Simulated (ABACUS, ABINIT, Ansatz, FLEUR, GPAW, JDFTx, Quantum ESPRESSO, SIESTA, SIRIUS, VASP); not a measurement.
## Ge: programs and potentials compared

```xyz
2
Lattice="0.0000 2.8289 2.8289 2.8289 0.0000 2.8289 2.8289 2.8289 0.0000" Properties=species:S:1:pos:R:3 pbc="T T T"
Ge    4.2054    4.2838    4.2270
Ge    2.8276    2.8391    2.7804
```

Atoms were shifted at random by some hundredths of an Å from the given cell, which wasn't relaxed again for these runs.

Alike in all runs: task single point; functional PBE; k mesh 8 × 8 × 8; occupations fermi-dirac, width 0.05 eV; no spin polarisation; no spin-orbit coupling. A missing gap at this level doesn't show that the real crystal is a metal. Pressure is positive in compression and, in plane waves, holds the error of the finite cutoff, which Ansatz's Pulay term estimates and takes out.

```
                                                                                   program and potentials  plane-wave cutoff (eV)                                                                      notes  band gap (eV)  pressure (GPa)  largest force (eV/Å)  energy over the undisturbed cell (meV/atom)
                                                                               FLEUR, all-electron, FLAPW                       -                                                                          -         no gap               -                 0.709                                            -
                                                                Quantum ESPRESSO, SSSP 1.3 efficiency PBE                     748                                    14 valence electrons an atom on average         no gap            3.70                 0.709                                         9.89
                                                                    Ansatz, Ansatz PAW (earlier soft set)                     420  14 valence electrons an atom on average; Pulay term of +0.03 GPa included         no gap            3.80                 0.709                                         9.88
                                              SIRIUS, PseudoDojo 0.4.1 PBE standard (scalar relativistic)                    1078                                    14 valence electrons an atom on average         no gap            3.89                 0.712                                            -
SIESTA, files PseudoDojo sr-pbe-0.4.1-standard, DZP (energy shift 0.003 Ry; two zetas on semicore shells)                       -                      atomic basis; 14 valence electrons an atom on average         no gap            5.27                 0.754                                        10.07
                                                                         VASP, PBE PAW files Ge_d, 520 eV                     520                                    14 valence electrons an atom on average         no gap            3.73                 0.708                                            -
                                                               GPAW, GPAW PAW data sets (gpaw-data 1.2.1)                     600                                     4 valence electrons an atom on average         no gap            4.06                 0.735                                        10.29
                                                                    JDFTx, PseudoDojo-SR-PBE-0.5-standard                    1061                                    14 valence electrons an atom on average         no gap            3.87                 0.712                                         9.95
                                                           Ansatz, all-electron LAPW, scalar-relativistic                       -                                                                          -         no gap            3.78                 0.709                                            -
                                                 ABACUS, PseudoDojo NC SR 0.4.1 PBE standard, plane waves                    1075                                    14 valence electrons an atom on average         no gap            3.90                 0.712                                         9.94
                                                                                 ABINIT, JTH PAW PBE v2.0                     599                                    14 valence electrons an atom on average         no gap            3.31                 0.711                                         9.88
```

Force on atom 1 (Ge), eV/Å:

```csv
program and potentials,x,y,z
"FLEUR, all-electron, FLAPW",0.445,-0.381,-0.400
"Quantum ESPRESSO, SSSP 1.3 efficiency PBE",0.445,-0.381,-0.400
"Ansatz, Ansatz PAW (earlier soft set)",0.445,-0.380,-0.399
"SIRIUS, PseudoDojo 0.4.1 PBE standard (scalar relativistic)",0.447,-0.382,-0.402
"SIESTA, files PseudoDojo sr-pbe-0.4.1-standard, DZP (energy shift 0.003 Ry; two zetas on semicore shells)",0.477,-0.402,-0.424
"VASP, PBE PAW files Ge_d, 520 eV",0.445,-0.380,-0.399
"GPAW, GPAW PAW data sets (gpaw-data 1.2.1)",0.461,-0.395,-0.414
"JDFTx, PseudoDojo-SR-PBE-0.5-standard",0.447,-0.382,-0.401
"Ansatz, all-electron LAPW, scalar-relativistic",0.445,-0.380,-0.399
"ABACUS, PseudoDojo NC SR 0.4.1 PBE standard, plane waves",0.447,-0.382,-0.402
"ABINIT, JTH PAW PBE v2.0",0.446,-0.381,-0.401
```

None finds a gap. The pressure spans 3.31 (ABINIT, JTH PAW PBE v2.0) to 5.27 GPa (SIESTA, files PseudoDojo sr-pbe-0.4.1-standard, DZP (energy shift 0.003 Ry; two zetas on semicore shells)), with all-electron results at 3.78. Rows in atomic bases carry the error of their basis and grid, which can be large.

Differences between rows come from potentials, basis sets and numerical settings, since the functional is the same but for its coding. Runs on potential files found faulty are left out.
